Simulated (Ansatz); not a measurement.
**MoS2: single point with PBE**

Slab: MoS2, a slab with vacuum.

```
CELL_PARAMETERS angstrom
3.18413 0.00000 0.00000
-1.59206 2.75753 0.00000
0.00000 0.00000 17.33460
ATOMIC_POSITIONS crystal
Mo 0.00290 0.98616 0.99953
S 0.33139 0.66107 0.91056
S 0.32174 0.65518 0.08953
```

The cell isn't the ideal one: atoms moved at random, drawn with an rms of 0.05 Å.

```yaml
Program: Ansatz 0.2.0
Task: single point
Functional: PBE
Potentials_or_basis: Ansatz PAW
Cutoff: "420 eV (not typed: the program's choice for these potentials)"
k_mesh: 10 × 10 × 2
Occupations: fermi-dirac, width 0.05 eV
Spin: no spin polarisation
```

```yaml
Largest_force: 0.886 eV/Å
Band_gap_on_the_k_mesh: 1.72 eV, indirect (least direct gap 1.91 eV)
```

Forces in eV/Å, atoms in the order of the input:
```
Mo  -0.791  0.304  0.260
S    0.307 -0.222 -0.373
S    0.484 -0.082  0.114
```

Stress tensor (GPa, compression positive):
```
 0.40 -0.26  0.30
-0.26  0.19  0.23
 0.30  0.23  0.79
```

Levels at points of the mesh, in eV from the valence-band top:
```
              k point  band 9  band 10  band 11  band 12  band 13  band 14  band 15  band 16  band 17
   (0.00, 0.00, 0.00)   -2.67    -1.84    -1.71    -1.40     0.00     2.50     2.89     2.94     3.09
  (0.00, 0.00, -0.50)   -2.67    -1.84    -1.71    -1.40     0.00     2.50     2.89     2.94     3.09
  (0.00, -0.50, 0.00)   -4.14    -3.27    -1.85    -1.10    -0.59     2.19     2.71     3.73     4.39
 (0.00, -0.50, -0.50)   -4.14    -3.27    -1.85    -1.10    -0.59     2.19     2.71     3.73     4.39
  (-0.50, 0.00, 0.00)   -4.16    -3.30    -1.82    -1.10    -0.58     2.20     2.72     3.71     4.38
 (-0.50, 0.00, -0.50)   -4.16    -3.30    -1.82    -1.10    -0.58     2.20     2.72     3.71     4.38
 (-0.50, -0.50, 0.00)   -4.07    -3.17    -1.95    -1.02    -0.74     2.15     2.70     3.98     4.27
(-0.50, -0.50, -0.50)   -4.07    -3.17    -1.95    -1.02    -0.74     2.15     2.70     3.98     4.27
```

Run time: 13 s on 2 threads of Intel(R) Xeon(R) Processor @ 2.70GHz, on a shared host, peak memory 0.55 GiB.
